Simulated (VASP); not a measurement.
# Ag (Fm-3m) in VASP: single point with PBE0

Aim: the single point of Ag with PBE0.

Program: VASP 6.6.1. These are calculated values, not measurements. Logs are shortened: lines on timing, memory, paths and dates and some standing lists are left out, and cuts for length are marked.

## Step 1: The structure

The structure is cubic, space group Fm-3m (No. 225). Conventional cell: a = 4.052 Å, b = 4.052 Å, c = 4.052 Å, α = 90.00°, β = 90.00°, γ = 90.00°. Ag (site symmetry m-3m) is surrounded by 12 Ag at 2.87 Å.

## Step 2: Single point, PBE0

POSCAR reads:

```
Ag
1.0
    0.0000000000      2.0261700000      2.0261700000
    2.0261700000      0.0000000000      2.0261700000
    2.0261700000      2.0261700000      0.0000000000
Ag
1
Direct
    0.0000000000      0.0000000000      0.0000000000
```

INCAR.step1 reads:

```
SYSTEM = Ag
PREC = Accurate ; ENCUT = 520
EDIFF = 1E-5 ; ISMEAR = 0
SIGMA = 0.1 ; LREAL = .False.
LASPH = .True. ; NELM = 80
ALGO = Normal ; ISIF = 2
LWAVE = .True. ; LCHARG = .False.
GGA = PE
```

INCAR.step2 reads:

```
SYSTEM = Ag
PREC = Accurate ; ENCUT = 520
EDIFF = 1E-7 ; ISMEAR = 0
SIGMA = 0.1 ; LREAL = .False.
LASPH = .True. ; NELM = 80
ALGO = Normal ; ISIF = 2
LWAVE = .False. ; LCHARG = .False.
GGA = PE ; LHFCALC = .True.
AEXX = 0.25 ; PRECFOCK = Fast
HFRCUT = -1 ; ISTART = 1
```

KPOINTS reads:

```
regular mesh
0
Gamma
  8 8 8
  0 0 0
```

Potentials or basis: VASP PAW PBE potentials, release 64 (Ag).

Command:

```bash
> cat potpaw_PBE.64/Ag/POTCAR > POTCAR
> cp INCAR.step1 INCAR
> mpirun -np 1 vasp_std > vasp.out
> cp INCAR.step2 INCAR
> mpirun -np 1 vasp_std > vasp.out
```

OUTCAR:

```text
SYSTEM = Ag
   PREC = Accurate
   ENCUT = 520
   EDIFF = 1E-7
   ISMEAR = 0
   LREAL = .False.
   LASPH = .True.
   NELM = 80
   ISIF = 2
   GGA = PE
   LHFCALC = .True.
   AEXX = 0.25
   PRECFOCK = Fast
   ISTART = 1

 ion  position               nearest neighbor table
   1  0.000  0.000  0.000-

  LATTYP: Found a face centered cubic cell.
 ALAT       =     4.0523400000

  Lattice vectors:

 A1 = (   0.0000000000,   2.0261700000,   2.0261700000)
 A2 = (   2.0261700000,   0.0000000000,   2.0261700000)
 A3 = (   2.0261700000,   2.0261700000,   0.0000000000)

Analysis of symmetry for initial positions (statically):
=====================================================================
 Subroutine PRICEL returns:
 Original cell was already a primitive cell.

 Routine SETGRP: Setting up the symmetry group for a
 face centered cubic supercell.

 Subroutine GETGRP returns: Found 48 space group operations
 (whereof 48 operations were pure point group operations)
 out of a pool of 48 trial point group operations.

The static configuration has the point symmetry O_h .

Analysis of symmetry for dynamics (positions and initial velocities):
=====================================================================
 Subroutine PRICEL returns:
 Original cell was already a primitive cell.

 Routine SETGRP: Setting up the symmetry group for a
 face centered cubic supercell.

 Subroutine GETGRP returns: Found 48 space group operations
 (whereof 48 operations were pure point group operations)
 out of a pool of 48 trial point group operations.

The dynamic configuration has the point symmetry O_h .

 Subroutine INISYM returns: Found 48 space group operations
 (whereof 48 operations are pure point group operations),
 and found     1 'primitive' translations

----------------------------------------------------------------------------------------

                                     Primitive cell

  volume of cell :      16.6363

  direct lattice vectors                    reciprocal lattice vectors
     0.000000000  2.026170000  2.026170000    -0.246771001  0.246771001  0.246771001
     2.026170000  0.000000000  2.026170000     0.246771001 -0.246771001  0.246771001
     2.026170000  2.026170000  0.000000000     0.246771001  0.246771001 -0.246771001

  length of vectors
     2.865437094  2.865437094  2.865437094     0.427419912  0.427419912  0.427419912

  position of ions in fractional coordinates (direct lattice)
     0.000000000  0.000000000  0.000000000

  ion indices of the primitive-cell ions
   primitive index   ion index
                 1           1

----------------------------------------------------------------------------------------

 KPOINTS: regular mesh

Automatic generation of k-mesh.
 Grid dimensions read from file:
 generate k-points for:    8    8    8

 Generating k-lattice:

  Cartesian coordinates                     Fractional coordinates (reciprocal lattice)
    -0.030846375  0.030846375  0.030846375     0.125000000  0.000000000  0.000000000
     0.030846375 -0.030846375  0.030846375     0.000000000  0.125000000  0.000000000
     0.030846375  0.030846375 -0.030846375     0.000000000  0.000000000  0.125000000

  Length of vectors
     0.053427489  0.053427489  0.053427489

  Shift w.r.t. Gamma in fractional coordinates (k-lattice)
     0.000000000  0.000000000  0.000000000

 Subroutine IBZKPT returns following result:
 ===========================================

 Found     29 irreducible k-points:

 Following reciprocal coordinates:
            Coordinates               Weight
  0.000000  0.000000  0.000000      1.000000
  0.125000  0.000000  0.000000      8.000000
  0.250000  0.000000  0.000000      8.000000
  0.375000  0.000000  0.000000      8.000000
  0.500000  0.000000  0.000000      4.000000
  0.125000  0.125000  0.000000      6.000000
[... 16 lines left out ...]
  0.500000  0.250000  0.125000     48.000000
 -0.375000  0.250000  0.125000     24.000000
 [... further k-points ...]
   k-points           NKPTS =     29   k-points in BZ     NKDIM =    512   number of bands    NBANDS=      9
   number of dos      NEDOS =    301   number of ions     NIONS =      1
   total plane-waves  NPLWV =  13824
   dimension x,y,z NGX =    24 NGY =   24 NGZ =   24
   dimension x,y,z NGXF=    48 NGYF=   48 NGZF=   48
   ions per type =               1
   NGX,Y,Z   is equivalent  to a cutoff of  13.92, 13.92, 13.92 a.u.
   NGXF,Y,Z  is equivalent  to a cutoff of  27.85, 27.85, 27.85 a.u.
 SYSTEM =  Ag
   PREC   = accura    normal or accurate (medium, high low for compatibility)
   ISTART =      1    job   : 0-new  1-cont  2-samecut
   ICHARG =      0    charge: 1-file 2-atom 10-const
   ISPIN  =      1    spin polarized calculation?
   LNONCOLLINEAR =      F non collinear calculations
   LSORBIT =      F    spin-orbit coupling
   LASPH  =      T    aspherical Exc in radial PAW
   ENCUT  =  520.0 eV  38.22 Ry    6.18 a.u.   5.33  5.33  5.33*2*pi/ulx,y,z
   NELM   =     80;   NELMIN=  2; NELMDL=  0     # of ELM steps
   EDIFF  = 0.1E-06   stopping-criterion for ELM
   LREAL  =      F    real-space projection
   EDIFFG = 0.1E-05   stopping-criterion for IOM
   NSW    =      0    number of steps for IOM
   IBRION =     -1    ionic relax: 0-MD 1-quasi-New 2-CG
   NFREE  =      0    steps in history (QN), initial steepest desc. (CG)
   ISIF   =      2    stress and relaxation
   ISYM   =      3    0-nonsym 1-usesym 2-fastsym
   POTIM  = 0.5000    time-step for ionic-motion
   TEBEG  =    0.0;   TEEND  =   0.0 temperature during run
   PSTRESS=    0.0 pullay stress
   NELECT =      11.0000    total number of electrons
   NUPDOWN=      -1.0000    fix difference up-down
   EMIN   =  10.00;   EMAX   =-10.00  energy-range for DOS
   EFERMI =   0.00;   METHOD = LEGACY
   ISMEAR =     0;   SIGMA  =   0.10  broadening in eV -4-tet -1-fermi 0-gaus
   EFERMI_NEDOS =   21; number of points for ismear=-14 and -15
   IALGO  =     38    algorithm
   IMIX   =      1    mixing-type and parameters
     AMIX     =   0.40;   BMIX     =  1.00
     AMIX_MAG =   1.60;   BMIX_MAG =  1.00
  volume/ion in A,a.u.               =      16.64       112.27
  Fermi-wavevector in a.u.,A,eV,Ry     =   1.426220  2.695165 27.675657  2.034103
  Thomas-Fermi vector in A             =   2.546520
   LORBIT       =      0    0 simple, 1 ext, 2 COOP (PROOUT), +10 PAW based schemes
   GGA     = PE    functional components
   LHFCALC =     T    Hartree Fock is set to
   PRECFOCK=fast      Normal, Fast or Accurate (Low or Medium for compatibility)
   ENCUT4O =  -1.0   cutoff for four orbital integrals eV
   NKREDX  =     1    reduce k-point grid by
   NKREDY  =     1    reduce k-point grid by
   NKREDZ  =     1    reduce k-point grid by
   AEXX    =    0.2500 exact exchange contribution
   HFSCREEN=    0.0000 screening length (either q_TF or 0.3 A-1)
   HFSCREENC=   0.0000 screening length for correlation (either q_TF or 0.3 A-1)
   ENCUTFOCK=  -1.0 apply spherical cutoff to Coloumb kernel
   IVDW    =     0    specifies the selected vdW correction
   LEPSILON=     F    determine dielectric tensor
   LRPA    =     F    only Hartree local field effects (RPA)
 non-spin polarized calculation
 Gauss-broadening in eV      SIGMA  =   0.10
  energy-cutoff  :      520.00
  volume of cell :       16.64
 maximum number of plane-waves:       464
 NGX is ok and might be reduce to    24
  NGX = 14; NGY = 14; NGZ = 14

 number of electron      11.0000001 magnetization

 Free energy of the ion-electron system (eV)
  ---------------------------------------------------
  ext. energy  EPLUGINS =         0.00000000
  ---------------------------------------------------
  free energy    TOTEN  =        -2.98603758 eV

  energy without entropy =       -2.98299584  energy(sigma->0) =       -2.98451671

 E-fermi :   8.1375     XC(G=0):  -9.6672

 val. band max:        8.0628102024   @ k =   0.5000   0.2500   0.1250
 cond. band min:       9.0419766451   @ k =   0.5000   0.1250   0.0000
 fundamental gap:      0.9791664427
 Fermi energy:         8.1374726741

 k-point     1 :       0.0000    0.0000    0.0000
  band No.  band energies     occupation
      1      -0.6799      2.00000
      2       1.9829      2.00000
      3       1.9829      2.00000
      4       1.9829      2.00000
      5       3.1104      2.00000
      6       3.1104      2.00000
      7      26.0475      0.00000
      8      29.9829      0.00000
      9      29.9829      0.00000

 k-point     2 :       0.1250    0.0000    0.0000
  band No.  band energies     occupation
      1      -0.1798      2.00000
      2       1.8993      2.00000
      3       2.1164      2.00000
      4       2.1164      2.00000
      5       3.0743      2.00000
      6       3.0743      2.00000
      7      25.7410      0.00000
      8      27.3380      0.00000
      9      30.2299      0.00000

 k-point     3 :       0.2500    0.0000    0.0000
  band No.  band energies     occupation
      1       0.6125      2.00000
      2       2.2026      2.00000
      3       2.2026      2.00000
      4       2.6078      2.00000
      5       3.2772      2.00000
      6       3.2772      2.00000
      7      21.3254      0.00000
      8      26.6800      0.00000
      9      30.2903      0.00000

 k-point     4 :       0.3750    0.0000    0.0000
  band No.  band energies     occupation
      1       0.4750      2.00000
      2       2.0414      2.00000
      3       2.0414      2.00000
      4       3.8044      2.00000
      5       3.8044      2.00000
      6       5.3786      2.00000
      7      16.3766      0.00000
      8      25.6843      0.00000
      9      29.1406      0.00000
[... 205 lines left out ...]
 k-point    22 :       0.3750    0.2500    0.1250
  band No.  band energies     occupation
      1       1.3016      2.00000
      2       1.4388      2.00000
      3       2.0992      2.00000
      4       2.9797      2.00000
      5       3.2341      2.00000
      6       5.0299      2.00000
      7      22.1009      0.00000
      8      22.4626      0.00000
      9      26.5753      0.00000

 k-point    23 :       0.5000    0.2500    0.1250
  band No.  band energies     occupation
      1       1.1032      2.00000
      2       1.6498      2.00000
      3       2.1399      2.00000
      4       2.8925      2.00000
      5       3.7507      2.00000
      6       8.0628      1.70898
      7      17.3277      0.00000
      8      21.9954      0.00000
      9      24.3818      0.00000

 k-point    24 :      -0.3750    0.2500    0.1250
  band No.  band energies     occupation
      1       1.0464      2.00000
      2       1.4833      2.00000
      3       2.5566      2.00000
      4       2.6615      2.00000
      5       3.9970      2.00000
      6      11.4475      0.00000
      7      13.6720      0.00000
      8      22.6927      0.00000
      9      22.7680      0.00000

 [... further k-points ...]
[... 5 lines left out ...]
  --------------------------------------------------------------------------------------
  -------------------------------------------------------------------------------------
  Total        0.7535924      0.7535924      0.7535924      0.0000000      0.0000000      0.0000000
  in kB       72.5754065     72.5754065     72.5754065      0.0000000      0.0000000      0.0000000
  external PRESSURE =      72.5754065 kB  Pullay stress =       0.0000000 kB

 VOLUME and BASIS-vectors are now :
 -----------------------------------------------------------------------------
  energy-cutoff  :      520.00
  volume of cell :       16.64
      direct lattice vectors                 reciprocal lattice vectors
     0.000000000  2.026170000  2.026170000    -0.246771001  0.246771001  0.246771001
     2.026170000  0.000000000  2.026170000     0.246771001 -0.246771001  0.246771001
     2.026170000  2.026170000  0.000000000     0.246771001  0.246771001 -0.246771001

 POSITION                                       TOTAL-FORCE (eV/Angst)
 -----------------------------------------------------------------------------------
      0.00000      0.00000      0.00000        -0.000000     -0.000000     -0.000000
 -----------------------------------------------------------------------------------
    total drift:                                0.000000      0.000000      0.000000

  FREE ENERGIE OF THE ION-ELECTRON SYSTEM (eV)
  ---------------------------------------------------
  free  energy   TOTEN  =        -2.9860375846 eV

  energy  without entropy=       -2.9829958444  energy(sigma->0) =       -2.98451671
```

Run time: 12 min. Hardware: 1 thread of AMD EPYC 9R45 (Zen 5), shared host; peak memory 0.13 GiB.

Results:

- Free energy: -2.9860 eV
- Pressure: 7.3 GPa
- Band gap on the k mesh: none (metal or under the smearing width)

Levels at points of the mesh, in eV from the Fermi level:
| k point | band 4 | band 5 | band 6 | band 7 | band 8 | band 9 |
| --- | --- | --- | --- | --- | --- | --- |
| (0.00, 0.00, 0.00) | -6.15 | -5.03 | -5.03 | 17.91 | 21.85 | 21.85 |
| (0.50, 0.00, 0.00) | -4.06 | -4.06 | -0.19 | 5.14 | 17.09 | 20.30 |
| (0.50, 0.50, 0.00) | -3.79 | -3.79 | 2.70 | 8.62 | 12.64 | 12.64 |

Caveat: the PAW data sets were made with another functional, which shifts forces and pressure a little.
